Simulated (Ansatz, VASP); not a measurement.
**AlN, level by level in two programs**

```
CELL_PARAMETERS angstrom
3.11300 0.00000 0.00000
-1.55650 2.69594 0.00000
0.00000 0.00000 4.98100
ATOMIC_POSITIONS crystal
Al 0.66667 0.33333 0.50000
Al 0.33333 0.66667 0.00000
N 0.66667 0.33333 0.88000
N 0.33333 0.66667 0.38000
```

Single points on this cell with VASP 6.6.1 and Ansatz 0.2.0. Each row is one pair of runs. Alike in all rows: spin: off; k mesh: 10 × 10 × 6.

```tsv
level	smearing	VASP's potentials, cutoff	Ansatz's potentials, cutoff	gap on the k mesh at the Fermi level (eV), VASP	gap on the k mesh at the Fermi level (eV), Ansatz	least direct gap on the mesh (eV), VASP	least direct gap on the mesh (eV), Ansatz	pressure (GPa), VASP	pressure (GPa), Ansatz
PBE	fermi-dirac, width 0.05 eV	VASP PAW PBE potentials, release 64 (Al, N), 520 eV	Ansatz PAW, 420 eV	4.22	4.21	4.22	4.21	3.5	3.7
PBE	fermi-dirac, width 0.05 eV	VASP PAW PBE potentials, release 64 (Al, N), 520 eV	PseudoDojo standard (PBE files), 1143 eV	4.22	4.22	4.22	4.22	3.5	3.4
PBE	fermi-dirac, width 0.05 eV	VASP PAW PBE potentials, release 64 (Al, N), 520 eV	JTH PAW, 1320 eV	4.22	4.20	4.22	4.20	3.5	4.2
PBE	fermi-dirac, width 0.05 eV	VASP PAW PBE potentials, release 64 (Al, N), 520 eV	Ansatz PAW earlier set, 1050 eV	4.22	4.22	4.22	4.22	3.5	3.6
PBEsol	gaussian, width 0.1 eV	VASP PAW PBE potentials, release 64 (Al, N), 520 eV	Ansatz PAW, 420 eV	4.15	4.13	4.15	4.13	0.2	0.2
PBEsol	gaussian, width 0.1 eV	VASP PAW PBE potentials, release 64 (Al, N), 500 eV	Ansatz PAW, 420 eV	4.15	4.13	4.15	4.13	0.2	0.2
PBEsol	fermi-dirac, width 0.05 eV	VASP PAW PBE potentials, release 64 (Al, N), 520 eV	Ansatz PAW, 420 eV	4.15	4.13	4.15	4.13	0.2	0.2
```

Gap on the k mesh at the fermi level (eV): the two programs differ by at most 0.018; least direct gap on the mesh (eV): the two programs differ by at most 0.018; pressure (GPa): the two programs differ by at most 0.71.

Caveats: the PAW data sets were made with another functional, which shifts forces and pressure a little (VASP); the pressure holds a Pulay correction of +0.5 GPa for the finite cutoff (Ansatz); the PAW data sets come from PBE, with cores solved anew for the run's functional, which leaves a small shift of forces and pressure (Ansatz).
